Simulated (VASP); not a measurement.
TiO2:

```xyz
6
Lattice="4.5998 0.0000 0.0000 0.0000 4.5998 0.0000 0.0000 0.0000 2.9592" Properties=species:S:1:pos:R:3 pbc="T T T"
Ti    0.0000    0.0000    1.4796
Ti    2.2999    2.2999    0.0000
O     1.3998    1.3998    1.4796
O     0.9001    3.6997    0.0000
O     3.6997    0.9001    0.0000
O     3.2000    3.2000    1.4796
```

The cell is a database's computed one.

Base run:

```yaml
Program: VASP 6.6.1
Functional: revPBE
Potentials_or_basis: VASP PAW PBE potentials, release 64 (Ti_sv, O)
Cutoff: 520 eV
k_mesh: 6 × 6 × 9
Occupations: fermi-dirac, width 0.05 eV
Spin: no spin polarisation
```

Its results: band gap on the k mesh 1.87 eV, direct.

Question: After a change of settings the same cell gave: band gap on the k mesh 2.21 eV, direct. Which change was it?
A. functional from revPBE to MS2
B. functional from revPBE to LDA; potentials or basis from VASP PAW PBE potentials, release 64 (Ti_sv, O) to VASP PAW LDA potentials, release 64 (Ti_sv, O)
C. functional from revPBE to revTPSS; further incar settings from ALGO = Normal; EDIFF = 1e-07; NBANDS = 33 to ALGO = Normal; EDIFF = 1e-06; NBANDS = 33
D. functional from revPBE to PBE; further incar settings from ALGO = Normal; EDIFF = 1e-07; NBANDS = 33 to ALGO = Fast; EDIFF = 1e-06

Answer: A.

MS2 gives the wider gap, since meta-GGAs in the generalised Kohn-Sham scheme recover part of the derivative discontinuity.

Not every run made on this cell is shown here.
